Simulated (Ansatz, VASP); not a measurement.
# AgCl (Chlorargyrite) in VASP and in Ansatz

INCAR

```
SYSTEM = AgCl
PREC = Accurate ; ENCUT = 600
EDIFF = 1E-7 ; ISMEAR = 0
SIGMA = 0.02 ; LREAL = .FALSE.
LASPH = .TRUE. ; NELM = 60
ALGO = Normal ; ISIF = 3
LWAVE = .FALSE. ; LCHARG = .FALSE.
GGA = CA ; IBRION = 2
NSW = 100 ; EDIFFG = -0.005
```

Contents of KPOINTS:

```
Automatic mesh
0
G
  8 8 8
  0 0 0
```

Contents of POSCAR:

```
AgCl
1.0
    0.0000000000      2.7350000000      2.7350000000
    2.7350000000      0.0000000000      2.7350000000
    2.7350000000      2.7350000000      0.0000000000
Ag Cl
1 1
Direct
    0.0000000000      0.0000000000      0.0000000000
    0.5000000000      0.5000000000      0.5000000000
```

Input for Ansatz:

```yaml
crystal:
  lattice:
    - [0.0, 2.735, 2.735]
    - [2.735, 0.0, 2.735]
    - [2.735, 2.735, 0.0]
  atoms:
    - { symbol: Ag, position: [0.0, 0.0, 0.0] }
    - { symbol: Cl, position: [0.5, 0.5, 0.5] }
basis:
  ecutwfc: 420
kpoints:
  mp_grid: { grid: [8, 8, 8] }
hamiltonian:
  xc: lda
scf:
  occupations: { method: gaussian, width: 0.02 }
output:
  forces: true
  stress: true
  eigenvalues: true
  write_density: true
  write_potential: true
  elf: true
  volumetric_format: npy
relax:
  adjacent_minimum: "off"
  f_tol: 0.005
  max_steps: 80
  cell: { stress_tol: 0.05 }
```

Alike in both runs: task relaxation of cell and atoms; functional LDA; k mesh 8 × 8 × 8; occupations gaussian, width 0.02 eV; no spin polarisation.

```csv
,VASP,Ansatz
version,VASP 6.6.1,Ansatz 0.2.0
potentials or method,"VASP PAW LDA potentials, release 64 (Ag, Cl)","scalar-relativistic, plane waves, PAW"
plane-wave cutoff (eV),600,420
valence electrons in the cell,18,26
```

Ansatz gave:

| Property | Result |
| --- | --- |
| gap on the k mesh at the Fermi level, each at its own relaxed structure (eV) | 0.63 |
| relaxed volume (Å³/atom) | 19.19 |
| relaxed cell length with the largest relative difference (Å) | 3.786 |
| energy change over the relaxation (meV/atom) | -16 |

Task: Estimate VASP's values.

Result: gap on the k mesh at the Fermi level, each at its own relaxed structure (eV): 0.65; relaxed volume (Å³/atom): 19.20; relaxed cell length with the largest relative difference (Å): 3.787; energy change over the relaxation (meV/atom): -16.

The two sets of potentials don't hold the same shells in valence.

A k mesh can miss the band edges. A hybrid or GW would open this gap; LDA tends to underestimate it. Zero-point motion and thermal expansion aren't in these numbers.
